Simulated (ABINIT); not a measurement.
The system is N.

```xyz
4
Lattice="4.1672 0.0000 0.0000 -2.0836 3.6089 0.0000 0.0000 0.0000 7.0060" Properties=species:S:1:pos:R:3 pbc="T T T"
N     2.0836    1.2030    4.7015
N     2.0836    1.2030    5.8075
N     0.0000    2.4060    1.1985
N     0.0000    2.4060    2.3045
```

```yaml
Program: ABINIT 10.8.3 (patched build)
Task: single point
Functional: PBE
Potentials_or_basis: JTH PAW PBE v2.0
Cutoff: 707 eV
k_mesh: 7 × 7 × 4
Occupations: fermi-dirac, width 0.05 eV
Spin: no spin polarisation
```

On this cell: pressure -0.1 GPa; largest force 0.404 eV/Å; band gap on the k mesh 7.05 eV, indirect (least direct gap 7.32 eV).

The same run follows on a disturbed copy (atoms moved at random, drawn with an rms of 0.05 Å):

```xyz
4
Lattice="4.1672 0.0000 0.0000 -2.0836 3.6089 0.0000 0.0000 0.0000 7.0060" Properties=species:S:1:pos:R:3 pbc="T T T"
N     2.0711    1.1866    4.6691
N     2.1101    1.1852    5.7935
N     0.0200    2.4218    1.1863
N     0.0164    2.3328    2.2964
```

Question: What does the disturbed cell give?

Answer: The energy moves by +9.8 meV/atom; pressure -2.1 GPa; largest force 2.895 eV/Å; band gap on the k mesh 6.89 eV, indirect (least direct gap 7.16 eV).

Forces on the atoms (eV/Å):
```
N    0.096 -0.019  2.893
N   -0.097  0.009 -2.884
N   -0.003 -0.119  1.438
N    0.004  0.130 -1.448
```

Stress tensor (GPa, compression positive):
```
 0.29  0.00 -0.15
 0.00  0.26  0.17
-0.15  0.17 -6.88
```

Caveats: an odd mesh through Γ misses points on the zone boundary, where band edges often lie; the atomic spheres overlap.
